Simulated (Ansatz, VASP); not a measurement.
**One calculation of Si3N4, two programs**

```
Si N
1.0
     0.00000    3.87199    3.87199
     3.87199    0.00000    3.87199
     3.87199    3.87199    0.00000
Si N
6 8
Direct
  0.12500 0.12500 0.62500
  0.12500 0.62500 0.12500
  0.62500 0.12500 0.12500
  0.12500 0.12500 0.12500
  0.75000 0.75000 0.75000
  0.50000 0.50000 0.50000
  0.36755 0.36755 0.36755
  0.35265 0.88245 0.88245
  0.88245 0.88245 0.35265
  0.88245 0.35265 0.88245
  0.36755 0.36755 0.89735
  0.36755 0.89735 0.36755
  0.88245 0.88245 0.88245
  0.89735 0.36755 0.36755
```

Alike in both runs: functional PBEsol; k mesh 6 × 6 × 6; occupations gaussian, width 0.02 eV; no spin polarisation.

Ansatz relaxed the structure, and its values are those at the end. VASP's run is a single point on that final structure, the one shown.

```csv
,VASP,Ansatz
version,VASP 6.6.1,Ansatz 0.2.0
potentials or method,"VASP PAW PBE potentials, release 64 (Si, N)","scalar-relativistic, plane waves, PAW"
plane-wave cutoff (eV),520,420
valence electrons in the cell,64,64
```

|  | VASP | Ansatz | Ansatz less VASP |
| --- | --- | --- | --- |
| gap on the k mesh at the Fermi level (eV) | 3.28 | 3.29 | +0.007 |
| least direct gap on the mesh (eV) | 3.32 | 3.32 | +0.008 |
| pressure (GPa) | 0.3 | 0.0 | -0.36 |
| rms of the force components (eV/Å) | 0.004 | 0.000 | -0.0037 |

Caveats: the PAW data sets were made with another functional, which shifts forces and pressure a little (VASP). A k mesh can miss the band edges.
